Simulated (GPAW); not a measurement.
# W (Im-3m) in GPAW: further runs

The runs below take W through equation of state, band structure, with PBEsol, PBE.

All numbers are computed with GPAW 26.7.0; they aren't measurements. Logs are shortened: lines on timing, memory, paths and dates and some standing lists are left out, and cuts for length are marked. The log counts tension as positive stress, the text compression.

### Step 1. The structure

Symmetry: Im-3m, No. 229, cubic system. The conventional cell has a = 3.165 Å, b = 3.165 Å, c = 3.165 Å, α = 90.00°, β = 90.00°, γ = 90.00°. Around W (site symmetry m-3m) lie 8 W at 2.74 Å.

### Step 2. Equation of state, PBEsol

run.py reads:

```python
from ase import Atoms
from ase.eos import EquationOfState
from ase.io import Trajectory
from ase.units import GPa
from gpaw import GPAW, PW, setup_paths

setup_paths.insert(0, '.')

atoms = Atoms(['W'],
              cell=[[-1.582345, 1.582345, 1.582345],
                    [1.582345, -1.582345, 1.582345],
                    [1.582345, 1.582345, -1.582345]],
              scaled_positions=[[0.0, 0.0, 0.0]],
              pbc=True)

traj = Trajectory('eos.traj', 'w')
volumes, energies = [], []
for x in [0.94, 0.96, 0.98, 1.0, 1.02, 1.04, 1.06]:
    a = atoms.copy()
    a.set_cell(atoms.cell * x**(1 / 3), scale_atoms=True)
    calc = GPAW(mode=PW(600),
                xc='PBEsol',
                kpts={'size': (12, 12, 12), 'gamma': True},
                occupations={'name': 'fermi-dirac', 'width': 0.05},
                nbands=16,
                convergence={'density': 1e-05, 'energy': 1e-05},
                maxiter=150,
                txt=f'eos-{x:.2f}.txt')
    a.calc = calc
    energies.append(a.get_potential_energy(force_consistent=True))
    volumes.append(a.get_volume())
    p = -a.get_stress()[:3].mean() / GPa
    calc.write(f'eos-{x:.2f}.gpw')
    traj.write(a)
    print(f'{x:.2f} {volumes[-1]:10.4f} A^3 {energies[-1]:14.6f} eV {p:9.3f} GPa', flush=True)

v0, e0, B = EquationOfState(volumes, energies, eos='birchmurnaghan').fit()
print(f'V0 = {v0:.4f} A^3, E0 = {e0:.6f} eV, B0 = {B / GPa:.2f} GPa')
```

Potentials or basis: PAW data sets generated in the run's folder for this functional, pw.

Launch:

```bash
gpaw-setup -f PBEsol W
OMP_NUM_THREADS=1 python run.py
```

The program printed:

```text
__  _  _
 | _ |_)|_||  |
 |__||  | ||/\| - 26.7.0

Input parameters:
  mode=PW(ecut=600.0),
  convergence={'density': 1e-05, 'energy': 1e-05},
  kpts=MonkhorstPack(size=(12, 12, 12), gamma=True),
  maxiter=150,
  nbands=16,
  occupations=Occupations(name='fermi-dirac', width=0.05),
  xc=XC(name='PBEsol')

Diagonalizing LCAO Hamiltonian
Converting LCAO to pw mode

       W

Atoms  # Å, Bohr magnetons
|   | symbol |        x |        y |        z |    initial magnetic moments |
|---|--------|----------|----------|----------|-----------------------------|
| 0 |      W | 0.000000 | 0.000000 | 0.000000 | ( 0.0000,  0.0000,  0.0000) |

Unit cell  # Å
| periodic |         x |         y |         z |  lengths |     angles |
|----------|-----------|-----------|-----------|----------|------------|
|      yes | -1.550043 |  1.550043 |  1.550043 | 2.684754 | 109.471221 |
|      yes |  1.550043 | -1.550043 |  1.550043 | 2.684754 | 109.471221 |
|      yes |  1.550043 |  1.550043 | -1.550043 | 2.684754 | 109.471221 |

Number of symmetries: 48
Symmetry operations  # r_c * U_cc + t_c -> r_c
|    | kind |            matrix            |
|----|------|------------------------------|
|  0 |  σ   |  1, 1, 1,  0, 0,-1,  0,-1, 0 |
|  1 |  C4  |  1, 1, 1,  0, 0,-1, -1, 0, 0 |
|  2 |  C2  |  1, 1, 1,  0,-1, 0,  0, 0,-1 |
|  3 |  S6  |  1, 1, 1,  0,-1, 0, -1, 0, 0 |
|  4 |  S6  |  1, 1, 1, -1, 0, 0,  0, 0,-1 |
|  5 |  C4  |  1, 1, 1, -1, 0, 0,  0,-1, 0 |
|  6 |  E   |  1, 0, 0,  0, 1, 0,  0, 0, 1 |
|  7 |  σ   |  1, 0, 0,  0, 1, 0, -1,-1,-1 |
|  8 |  σ   |  1, 0, 0,  0, 0, 1,  0, 1, 0 |
|  9 |  C3  |  1, 0, 0,  0, 0, 1, -1,-1,-1 |
| 10 |  C3  |  1, 0, 0, -1,-1,-1,  0, 1, 0 |
| 11 |  σ   |  1, 0, 0, -1,-1,-1,  0, 0, 1 |
| 12 |  σ   |  0, 1, 0,  1, 0, 0,  0, 0, 1 |
| 13 |  C2  |  0, 1, 0,  1, 0, 0, -1,-1,-1 |
| 14 |  C3  |  0, 1, 0,  0, 0, 1,  1, 0, 0 |
| 15 |  S4  |  0, 1, 0,  0, 0, 1, -1,-1,-1 |
| 16 |  S4  |  0, 1, 0, -1,-1,-1,  1, 0, 0 |
| 17 |  C3  |  0, 1, 0, -1,-1,-1,  0, 0, 1 |
| 18 |  C3  |  0, 0, 1,  1, 0, 0,  0, 1, 0 |
| 19 |  S4  |  0, 0, 1,  1, 0, 0, -1,-1,-1 |
| 20 |  σ   |  0, 0, 1,  0, 1, 0,  1, 0, 0 |
| 21 |  C3  |  0, 0, 1,  0, 1, 0, -1,-1,-1 |
| 22 |  C2  |  0, 0, 1, -1,-1,-1,  1, 0, 0 |
| 23 |  S4  |  0, 0, 1, -1,-1,-1,  0, 1, 0 |
| 24 |  C4  |  0, 0,-1,  1, 1, 1,  0,-1, 0 |
| 25 |  σ   |  0, 0,-1,  1, 1, 1, -1, 0, 0 |
| 26 |  S6  |  0, 0,-1,  0,-1, 0,  1, 1, 1 |
| 27 |  C2  |  0, 0,-1,  0,-1, 0, -1, 0, 0 |
| 28 |  C4  |  0, 0,-1, -1, 0, 0,  1, 1, 1 |
| 29 |  S6  |  0, 0,-1, -1, 0, 0,  0,-1, 0 |
| 30 |  S6  |  0,-1, 0,  1, 1, 1,  0, 0,-1 |
| 31 |  C4  |  0,-1, 0,  1, 1, 1, -1, 0, 0 |
| 32 |  C4  |  0,-1, 0,  0, 0,-1,  1, 1, 1 |
| 33 |  S6  |  0,-1, 0,  0, 0,-1, -1, 0, 0 |
| 34 |  σ   |  0,-1, 0, -1, 0, 0,  1, 1, 1 |
| 35 |  C2  |  0,-1, 0, -1, 0, 0,  0, 0,-1 |
| 36 |  C2  | -1, 0, 0,  1, 1, 1,  0, 0,-1 |
| 37 |  S6  | -1, 0, 0,  1, 1, 1,  0,-1, 0 |
| 38 |  S6  | -1, 0, 0,  0, 0,-1,  1, 1, 1 |
| 39 |  C2  | -1, 0, 0,  0, 0,-1,  0,-1, 0 |
| 40 |  C2  | -1, 0, 0,  0,-1, 0,  1, 1, 1 |
| 41 |  i   | -1, 0, 0,  0,-1, 0,  0, 0,-1 |
| 42 |  S4  | -1,-1,-1,  1, 0, 0,  0, 1, 0 |
| 43 |  C3  | -1,-1,-1,  1, 0, 0,  0, 0, 1 |
| 44 |  C3  | -1,-1,-1,  0, 1, 0,  1, 0, 0 |
| 45 |  σ   | -1,-1,-1,  0, 1, 0,  0, 0, 1 |
| 46 |  S4  | -1,-1,-1,  0, 0, 1,  1, 0, 0 |
| 47 |  C2  | -1,-1,-1,  0, 0, 1,  0, 1, 0 |

BZ-sampling:
  Number of BZ points: 1728
  Number of IBZ points: 72

  Monkhorst-Pack size: [12, 12, 12]
  Monkhorst-Pack shift: [0.041666666666666664, 0.041666666666666664, 0.041666666666666664]

K-points  # in reciprocal-cell coordinates
|     |                                coordinates |     weight |
|-----|--------------------------------------------|------------|
|   0 | ( -0.00000000,  -0.00000000,  -0.00000000) | 0.00057870 |
|   1 | (  0.08333333,  -0.00000000,  -0.00000000) | 0.00694444 |
|   2 | (  0.08333333,   0.08333333,  -0.08333333) | 0.00347222 |
|   3 | (  0.16666667,  -0.00000000,  -0.08333333) | 0.01388889 |
|   4 | (  0.16666667,  -0.00000000,  -0.00000000) | 0.00694444 |
|   5 | (  0.16666667,   0.08333333,  -0.08333333) | 0.01388889 |
|   6 | (  0.16666667,   0.16666667,  -0.16666667) | 0.00347222 |
|   7 | (  0.25000000,  -0.08333333,  -0.08333333) | 0.00462963 |
|   8 | (  0.25000000,  -0.00000000,  -0.08333333) | 0.02777778 |
|   9 | (  0.25000000,  -0.00000000,  -0.00000000) | 0.00694444 |
| ... |                                            |            |
|  71 | (  0.50000000,   0.50000000,   0.50000000) | 0.00057870 |

Plane wave coefficients: 531
Cutoff: 600.0 eV

Spin-components: 1 (collinear spins)
Bands:           16
Projectors:      6
Spin-degeneracy: 2
Datatype:        complex128

Parallelization:
  kpt:    1
  domain: 1
  band:   1

Density:
  Valence electrons: 14.0
  Components: 1
  Grid points: [16 16 16]
  Charge: 0.0  # |e|

Potential:
  Grid points: [16 16 16]

species:
  W:
    name:    Tungsten
    Z:       74.0
    valence: 14
    core:    60
    charge:  0.0  # [|e|]
    compensation charges:
      type: gauss
      rc: 0.40  # [Å]
      lmax: 2
    cutoffs:
      filter: 2.36  # [Å]
      core: 3.02  # [Å]
    projectors
    | kind |    occ | energy [eV] | rcut [Å] |
    |------|--------|-------------|----------|
    |   5s |  2.000 |     -78.864 |    1.344 |
    |   6s |  2.000 |      -5.730 |    1.344 |
    |   5p |  6.000 |     -43.252 |    1.355 |
    |   6p |  0.000 |      -1.338 |    1.355 |
    |   5d |  4.000 |      -4.526 |    1.228 |
    |    d |        |      22.686 |    1.228 |

    Using partial waves for W as LCAO basis

Reference energy: -438642.771174  # eV

eigensolver:
  PPCG
  Converge bands: occupied
  niter=2

density mixing:
  MSR1-Mixer
  Pratt-step length: 0.05
  Maximum mixing coefficient: 0.75
  Old densities: 10
  SVD Regularization: 0.005
  Good broyden scale: 1.0
  Trust region scale: 1.0
  Backstep threshold: 4.0
  History deletion threshold: 6.0
  Fourier metric: weight=20.0, sigma=0.015

occupation numbers:
  Fermi-Dirac:
    width: 0.0500  # eV

poisson solver:
  ecut: 4800.0  # eV

xc functional:
  name: PBEsol with 2 nearest neighbor stencil

convergence criteria:
- Maximum integral of absolute [dens]ity change: 1e-05 electrons / valence electron
- Maximum [total energy] change in last 3 cyles: 1e-05 eV / valence electron
- Maximum integral of absolute [eigenst]ate change: 4e-08 eV^2 / valence electron
maximum number of iterations: 150

SCF iterations
|iter     | |      energy | eigst |  dens |
|---------|-|-------------|-------|-------|
|iter:   1| |  -12.599453 | -0.10 |       |
|iter:   2| |  -12.562683 | -3.33 | -1.24 |
|iter:   3| |  -12.374495 | -2.26 | -1.27 |
|iter:   4| |  -12.376601 | -4.06 | -2.00 |
|iter:   5| |  -12.377460 | -5.06 | -2.36 |
|iter:   6| |  -12.377464 | -7.09 | -3.89 |
|iter:   7| |  -12.377465c| -8.60c| -4.20 |
|iter:   8| |  -12.377465c| -9.31c| -5.33c|

Converged in 8 steps
Energy contributions relative to reference atoms: (reference = -438642.771174)

Energy contributions:
  Kinetic:          14.680735
  Coulomb:         -14.901111
  Zero:             -0.037713
  External:          0.000000
  Xc:              -12.116740
  Entropy:          -0.005270
  Spinorbit:         0.000000
  ----------------------------
  Free energy:     -12.380100
  Extrapolated:    -12.377465

dipole moment: (-5.788653, -5.788653, -5.788653)  # |e|*Ang

Fermi level: 15.556
Eigenvalues  # (at kpt = [-0.000, -0.000, -0.000])
| band index |      eig [eV] | occ [0-2] |
|------------|---------------|-----------|
|          0 |       -58.280 |     2.000 |
|          1 |       -21.999 |     2.000 |
|          2 |       -21.999 |     2.000 |
|          3 |       -21.999 |     2.000 |
|          4 |         5.647 |     2.000 |
|          5 |        14.239 |     2.000 |
[... 8 lines left out ...]
|         14 |        43.455 |     0.000 |
|         15 |        47.057 |     0.000 |

No gap
No difference between direct/indirect transitions

Stress tensor  # eV/Ang^3
|         x |         y |         z |
|-----------|-----------|-----------|
| -0.112263 |  0.000000 |  0.000000 |
|  0.000000 | -0.112263 |  0.000000 |
|  0.000000 |  0.000000 | -0.112263 |

# Writing to eos-0.94.gpw (mode='')
```

Run time: 53 s. Hardware: 1 thread of Intel Xeon Platinum 8488C (Sapphire Rapids), shared host; peak memory 0.2 GiB.

Results:

| Quantity | Value |
| --- | --- |
| Equilibrium volume | 15.68 Å³/atom |
| Bulk modulus | 318 GPa |
| Pressure derivative of the bulk modulus | 3.8 |

Energy against volume, from the lowest point:
```tsv
volume (Å³/atom)	energy (meV/atom)
14.897	40.97
15.214	13.14
15.531	0.00
15.848	0.18
16.165	12.47
16.482	35.74
16.798	68.96
```

Spin-orbit coupling is left out, which matters for the levels of W.

### Step 3. Band structure, PBE, spin-orbit coupling, no magnetisation

run.py reads:

```python
import numpy as np
from ase.dft.bandgap import bandgap
from ase.io import read, write
from ase.units import GPa
from gpaw import GPAW, PW
from gpaw.spinorbit import soc_eigenstates

atoms = read('W.xyz')

calc = GPAW(mode=PW(600),
            xc='PBE',
            kpts={'size': (12, 12, 12), 'gamma': True},
            occupations={'name': 'fermi-dirac', 'width': 0.05},
            nbands=16,
            convergence={'density': 1e-05, 'energy': 1e-05},
            maxiter=150,
            txt='gpaw.txt')
atoms.calc = calc
energy = atoms.get_potential_energy()
forces = atoms.get_forces()
stress = atoms.get_stress()
calc.write('gs.gpw')
write('result.traj', atoms)
print(f'Energy: {energy:.6f} eV')
print('Forces (eV/A):')
print(forces.round(4))
print('Stress (GPa):', (stress / GPa).round(3))
print('Fermi level:', round(calc.get_fermi_level(), 4), 'eV')
print(f'Gap: {bandgap(calc)[0]:.4f} eV, direct: {bandgap(calc, direct=True)[0]:.4f} eV')

path = atoms.cell.bandpath('GHNGPH,PN', npoints=100, eps=1e-4)
bs_calc = calc.fixed_density(kpts=path, symmetry='off', nbands=24,
                             convergence={'bands': 'CBM+6.0', 'eigenstates': 1e-6}, txt='bands.txt')
bs = bs_calc.band_structure()
bs.write('bs.json')
print(f'Gap on the path: {bandgap(bs_calc)[0]:.4f} eV')

soc = soc_eigenstates(bs_calc, theta=90, phi=0)
np.savetxt('soc_bands.dat', soc.eigenvalues(), fmt='%.4f')
mesh = soc_eigenstates('gs.gpw', theta=90, phi=0)
np.savetxt('soc_mesh.dat', mesh.eigenvalues(), fmt='%.4f')
print('Fermi level with spin-orbit coupling:', round(mesh.fermi_level, 4), 'eV')
```

W.xyz reads:

```xyz
1
Lattice="-1.5823450000 1.5823450000 1.5823450000 1.5823450000 -1.5823450000 1.5823450000 1.5823450000 1.5823450000 -1.5823450000" Properties=species:S:1:pos:R:3 pbc="T T T"
W      0.0000000000      0.0000000000      0.0000000000
```

Potentials or basis: GPAW PAW data sets (gpaw-data 1.2.1), pw.

Launch:

```bash
OMP_NUM_THREADS=1 python run.py
```

It took 15 s on 1 thread of Intel Xeon Platinum 8488C (Sapphire Rapids), shared host; peak memory 0.25 GiB.

It converged, with:

| Property | Result |
| --- | --- |
| Free energy | -11.5798 eV |
| Pressure | 5.6 GPa |
| Band gap along the path | none (metal or under the smearing width) |

Levels at the corners of the path, in eV from the Fermi level:
```tsv
point	band 11	band 12	band 13	band 14	band 15	band 16	band 17	band 18
Γ	-1.42	-1.42	-1.42	-1.42	-0.88	-0.88	2.31	2.31
H	-5.81	-5.81	4.92	4.92	4.92	4.92	5.70	5.70
N	-3.56	-3.56	0.78	0.78	2.13	2.13	3.14	3.14
Γ	-1.42	-1.42	-1.42	-1.42	-0.88	-0.88	2.31	2.31
P	-2.66	-2.66	-2.66	-2.66	3.31	3.31	3.31	3.31
H	-5.81	-5.81	4.92	4.92	4.92	4.92	5.70	5.70
P	-2.66	-2.66	-2.66	-2.66	3.31	3.31	3.31	3.31
N	-3.56	-3.56	0.78	0.78	2.13	2.13	3.14	3.14
```

Caveat: spin-orbit coupling was added after a scalar SCF, so levels and gaps hold it while energy, forces, pressure and moments don't; this program's spin-orbit splittings come out too wide for heavy elements.
